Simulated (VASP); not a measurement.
# Sb (R-3m) in VASP: further runs, part 2 of 2

VASP 6.6.1. The steps go on from the part before.

## Step 3: Relaxation of cell and atoms, PBE, target pressure 6.4 GPa, at which the enthalpy is minimised

This run uses another cell than the first one, of 30.21 Å³/atom, 1.154 times its volume.

Input file INCAR:

```
SYSTEM = Sb
PREC = Accurate ; ENCUT = 600
EDIFF = 1E-6 ; ISMEAR = 1
SIGMA = 0.1 ; LREAL = .False.
LASPH = .True. ; NELM = 80
ALGO = Normal ; ISIF = 3
LWAVE = .False. ; LCHARG = .False.
GGA = PE ; IBRION = 2
NSW = 90 ; EDIFFG = -0.01
PSTRESS = 64.0
```

Input file KPOINTS:

```
Automatic mesh
0
Gamma
  12 12 10
  0 0 0
```

Input file POSCAR:

```
Sb
1.0
    2.1542000000      1.2437279499      3.7580000000
   -2.1542000000      1.2437279499      3.7580000000
    0.0000000000     -2.4874558998      3.7580000000
Sb
2
Direct
    0.2334900000      0.2334900000      0.2334900000
    0.7665100000      0.7665100000      0.7665100000
```

Potentials or basis: VASP PAW PBE potentials, release 64 (Sb).

Started as:

```bash
$ cat potpaw_PBE.64/Sb/POTCAR > POTCAR
$ mpirun -np 1 vasp_std > vasp.out
```

Run time: 5.8 min. Hardware: 1 thread of Intel Xeon 6975P-C (Granite Rapids), shared host; peak memory 0.41 GiB.

Results (log left out):

```
Free energy                                            : -8.1379 eV
Relaxed volume                                         : 27.83 Å³/atom
Relaxed cell                                           : a = 4.308 Å, b = 4.308 Å, c = 4.308 Å, α = 59.33°, β = 59.33°, γ = 59.33°
Space group after relaxing (to 0.05 Å)                 : R-3m (No. 166)
Energy change on relaxing (the enthalpy is what falls) : +54.5 meV/atom
Ionic steps                                            : 11
Pressure after relaxing                                : 6.4 GPa
Band gap on the k mesh                                 : none (metal or under the smearing width)
```

The path:
```tsv
step	energy change (eV)	largest force (eV/Å)	pressure (GPa)	volume (Å³)
1	0.0000	0.2483	2.80	60.41
2	0.2086	0.7129	10.16	54.67
3	0.0947	0.5117	6.78	56.97
4	0.0960	0.2943	6.71	56.40
5	0.1333	0.0182	7.03	55.11
6	0.1277	0.0036	6.96	55.24
7	0.0881	0.0666	5.48	56.25
8	0.1092	0.0288	6.29	55.68
9	0.1089	0.0171	6.33	55.67
10	0.1090	0.0012	6.36	55.66
11	0.1091	0.0003	6.36	55.66
```

Final structure:
```xyz
2
Lattice="2.1321 1.2310 3.5349 -2.1321 1.2310 3.5349 0.0000 -2.4619 3.5349" Properties=species:S:1:pos:R:3 pbc="T T T"
Sb    0.0000    0.0000    2.5515
Sb    0.0000    0.0000    8.0532
```

Levels at points of the mesh, in eV from the Fermi level:
```csv
k point,band 3,band 4,band 5,band 6,band 7,band 8
"(0.00, 0.00, 0.00)",-1.89,-1.86,-1.86,2.92,3.21,3.21
"(0.50, 0.00, 0.00)",-1.45,-1.25,-0.38,-0.03,0.09,0.40
"(0.50, 0.50, 0.00)",-6.01,-3.95,-3.95,1.66,5.60,5.77
"(0.50, 0.50, 0.50)",-1.12,-1.12,-0.30,-0.30,-0.16,0.83
```

Caveat: the cell is relaxed towards a set pressure, so the enthalpy falls and the energy may rise. Spin-orbit coupling is left out, which matters for the levels of Sb.

## Step 4: Relaxation of cell and atoms, PBE, target pressure 6.4 GPa, at which the enthalpy is minimised

This run uses another cell than the first one, of 27.83 Å³/atom, 1.064 times its volume.

Input file INCAR:

```
SYSTEM = Sb
PREC = Accurate ; ENCUT = 600
EDIFF = 1E-7 ; ISMEAR = 1
SIGMA = 0.1 ; LREAL = .False.
LASPH = .True. ; NELM = 80
ALGO = Normal ; ISIF = 3
LWAVE = .False. ; LCHARG = .False.
GGA = PE ; IBRION = 2
NSW = 90 ; EDIFFG = -0.005
PSTRESS = 64.0
```

KPOINTS is that of step 3.

Input file POSCAR:

```
Sb                                      
1.0
    2.1320700965      1.2309512441      3.5349041069
   -2.1320700965      1.2309512441      3.5349041069
   -0.0000000000     -2.4619024883      3.5349041069
  Sb            
     2
Direct
     0.2406031356854021    0.2406031356854021    0.2406031356854021
     0.7593968643145979    0.7593968643145979    0.7593968643145979
```

Started as:

```bash
$ cat potpaw_PBE.64/Sb/POTCAR > POTCAR
$ mpirun -np 1 vasp_std > vasp.out
```

It took 1.9 min on 1 thread of Intel Xeon 6975P-C (Granite Rapids), shared host; peak memory 0.38 GiB.

It converged, with:

```yaml
Free_energy: -8.1365 eV
Relaxed_volume: 27.82 Å³/atom
Relaxed_cell: a = 4.307 Å, b = 4.307 Å, c = 4.307 Å, α = 59.33°, β = 59.33°, γ = 59.33°
Space_group_after_relaxing_to_0.05_Å: R-3m (No. 166)
Energy_change_on_relaxing_the_enthalpy_is_what_falls: +0.6 meV/atom
Ionic_steps: 3
Pressure_after_relaxing: 6.4 GPa
Band_gap_on_the_k_mesh: none (metal or under the smearing width)
```

Forces on the atoms (eV/Å):
```
Sb   0.000  0.000  0.003
Sb   0.000  0.000 -0.003
```

The path:
```csv
step,energy change (eV),largest force (eV/Å),pressure (GPa),volume (Å³)
1,0.0000,0.0006,6.36,55.66
2,0.0022,0.0042,6.44,55.61
3,0.0013,0.0027,6.41,55.63
```

Final structure:
```cif
data_structure
_symmetry_space_group_name_H-M 'P 1'
_symmetry_Int_Tables_number 1
_cell_length_a 4.3069
_cell_length_b 4.3069
_cell_length_c 4.3069
_cell_angle_alpha 59.332
_cell_angle_beta 59.332
_cell_angle_gamma 59.332
_cell_volume 55.63
loop_
_atom_site_label
_atom_site_type_symbol
_atom_site_fract_x
_atom_site_fract_y
_atom_site_fract_z
_atom_site_occupancy
Sb1 Sb 0.24060 0.24060 0.24060 1
Sb2 Sb 0.75940 0.75940 0.75940 1
```

Levels at points of the mesh, in eV from the Fermi level:
| k point | band 1 | band 2 | band 3 | band 4 | band 5 | band 6 | band 7 | band 8 | band 9 |
| --- | --- | --- | --- | --- | --- | --- | --- | --- | --- |
| (0.00, 0.00, 0.00) | -13.10 | -4.17 | -1.90 | -1.86 | -1.86 | 2.92 | 3.21 | 3.21 | 4.80 |
| (0.50, 0.00, 0.00) | -10.42 | -10.00 | -1.45 | -1.25 | -0.38 | -0.04 | 0.09 | 0.40 | 8.51 |
| (0.50, 0.50, 0.00) | -10.42 | -7.66 | -6.01 | -3.95 | -3.95 | 1.66 | 5.61 | 5.78 | 7.95 |
| (0.50, 0.50, 0.50) | -10.86 | -9.59 | -1.13 | -1.13 | -0.30 | -0.30 | -0.16 | 0.83 | 8.09 |

Caveat: the cell is relaxed towards a set pressure, so the enthalpy falls and the energy may rise. Spin-orbit coupling is left out, which matters for the levels of Sb.

## Step 5: Relaxation of cell and atoms, rev-vdW-DF2

This run uses another cell than the first one, of 30.21 Å³/atom, 1.154 times its volume.

Input file INCAR:

```
SYSTEM = Sb
  PREC = Accurate
  ENCUT = 600
  EDIFF = 1E-6
  ISMEAR = 1
  SIGMA = 0.1
  LREAL = .False.
  LASPH = .True.
  NELM = 80
  ALGO = Normal
  ISIF = 3
  LWAVE = .False.
  LCHARG = .False.
  GGA = MK
  LUSE_VDW = .True.
  AGGAC = 0.0
  PARAM1 = 0.1234
  PARAM2 = 0.711357
  ZAB_VDW = -1.8867
  IBRION = 2
  NSW = 90
  EDIFFG = -0.01
```

KPOINTS is that of step 4.

Input file POSCAR:

```
Sb
1.0
    2.1542000000      1.2437279499      3.7580000000
   -2.1542000000      1.2437279499      3.7580000000
    0.0000000000     -2.4874558998      3.7580000000
Sb
2
Direct
    0.2334900000      0.2334900000      0.2334900000
    0.7665100000      0.7665100000      0.7665100000
```

Started as:

```bash
$ cat potpaw_PBE.64/Sb/POTCAR > POTCAR
$ mpirun -np 1 vasp_std > vasp.out
```

Wall time 16 min (1 thread of Intel Xeon Platinum 8259CL at 2.50GHz (Skylake/Cascade Lake), shared host); peak memory 0.67 GiB.

Results (log left out):

```yaml
Free_energy: -4.9203 eV
Relaxed_volume: 31.08 Å³/atom
Relaxed_cell: a = 4.535 Å, b = 4.535 Å, c = 4.535 Å, α = 57.50°, β = 57.50°, γ = 57.50°
Space_group_after_relaxing_to_0.05_Å: R-3m (No. 166)
Energy_gained_by_relaxing: 7.8 meV/atom
Ionic_steps: 10
Pressure_after_relaxing: 0.0 GPa
Band_gap_on_the_k_mesh: none (metal or under the smearing width)
```

Step by step:
| step | energy change (eV) | largest force (eV/Å) | pressure (GPa) | volume (Å³) |
| --- | --- | --- | --- | --- |
| 1 | 0.0000 | 0.2759 | 2.11 | 60.41 |
| 2 | -0.0078 | 0.1224 | -1.38 | 63.96 |
| 3 | -0.0152 | 0.0317 | -0.04 | 62.45 |
| 4 | -0.0152 | 0.0363 | -0.01 | 62.41 |
| 5 | -0.0153 | 0.0290 | 0.01 | 62.35 |
| 6 | -0.0155 | 0.0074 | 0.04 | 62.18 |
| 7 | -0.0155 | 0.0002 | 0.05 | 62.12 |
| 8 | -0.0156 | 0.0100 | -0.08 | 62.24 |
| 9 | -0.0156 | 0.0056 | -0.02 | 62.18 |
| 10 | -0.0156 | 0.0008 | 0.00 | 62.16 |

Final structure:
```
Sb
1.0
     2.18127    1.25936    3.77155
    -2.18127    1.25936    3.77155
     0.00000   -2.51872    3.77155
Sb
2
Direct
  0.23480 0.23480 0.23480
  0.76520 0.76520 0.76520
```

Levels at points of the mesh, in eV from the Fermi level:
```
           k point  band 2  band 3  band 4  band 5  band 6  band 7  band 8  band 9
(0.00, 0.00, 0.00)   -4.98   -1.92   -1.70   -1.70    2.19    2.70    2.70    5.13
(0.50, 0.00, 0.00)   -9.50   -1.74   -1.62   -0.25   -0.18    0.22    0.47    7.68
(0.50, 0.50, 0.00)   -7.91   -5.25   -3.57   -3.49    1.75    4.79    5.32    6.68
(0.50, 0.50, 0.50)   -8.90   -1.18   -1.18   -0.49    0.13    0.13    1.01    7.10
```

Caveat: the PAW data sets were made with another functional, which shifts forces and pressure a little. Zero-point motion and thermal expansion aren't in these numbers.

## Step 6: The runs side by side

```tsv
level	potentials or basis	cell	target pressure	gap on the mesh (eV)	pressure (GPa)
LDA	VASP PAW LDA potentials, release 64 (Sb)	relaxed to 6.4 GPa	6.4 GPa	none	6.4
PBE	VASP PAW PBE potentials, release 64 (Sb)	relaxed to 6.4 GPa	6.4 GPa	none	6.4
rev-vdW-DF2	VASP PAW PBE potentials, release 64 (Sb)	relaxed	-	none	0.0
```

Alike in all rows: task relaxation of cell and atoms; no spin polarisation; k mesh 12 × 12 × 10; cutoff (eV) 600; smearing methfessel-paxton 0.1 eV.

Caveats: the cell is relaxed towards a set pressure, so the enthalpy falls and the energy may rise (some runs); the PAW data sets were made with another functional, which shifts forces and pressure a little (some runs).

Absolute energies hang on the potentials; compare differences alone.
